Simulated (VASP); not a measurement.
InAs: single point with PBE-based screened hybrid with 45 % exact exchange

**The experiment to reproduce.**

From a printed reference work, data compilation, for a bulk crystal of InAs at 4.2 K: band gap 0.418 eV (direct).

The system is InAs.

```
CELL_PARAMETERS angstrom
0.00000 3.02400 3.02400
3.02400 0.00000 3.02400
3.02400 3.02400 0.00000
ATOMIC_POSITIONS crystal
In 0.00000 0.00000 0.00000
As 0.75000 0.75000 0.75000
```

```json
{
 "Program": "VASP 6.6.1",
 "Task": "single point",
 "Functional": "PBE-based screened hybrid with 45 % exact exchange",
 "Potentials or basis": "VASP PAW PBE potentials, release 64 (In_d, As)",
 "Cutoff": "520 eV",
 "k mesh": "6 × 6 × 6",
 "Occupations": "gaussian, width 0.05 eV",
 "Spin": "no spin polarisation"
}
```

```json
{
 "Pressure": "-0.4 GPa",
 "Band gap on the k mesh": "1.69 eV"
}
```

Levels at points of the mesh, in eV from the valence-band top:
```csv
k point,band 7,band 8,band 9,band 10,band 11,band 12
"(0.00, 0.00, 0.00)",0.00,0.00,0.00,1.69,5.88,5.88
"(0.50, 0.00, 0.00)",-6.75,-1.16,-1.16,2.79,6.68,6.68
"(0.50, 0.50, 0.00)",-6.79,-2.74,-2.74,3.14,3.83,11.84
```

It took 69 min on 1 thread of Oxide Virtual Turin-like Processor (shared host), peak memory 0.28 GiB.

Measured gap of InAs: 0.418 eV (direct; 4.2 K; a printed reference work, data compilation). This calculation gives 1.69 eV (+1.27 eV). So large a miss can be the level of theory's own, or it may mean another phase, state or a wrong row. Spin-orbit coupling on As, In is left out. The value is that of PBE-based screened hybrid with 45 % exact exchange, without temperature or zero-point motion.

Caveat: the PAW data sets were made with another functional, which shifts forces and pressure a little; spin-orbit coupling is left out, which moves the levels of the heavy elements.
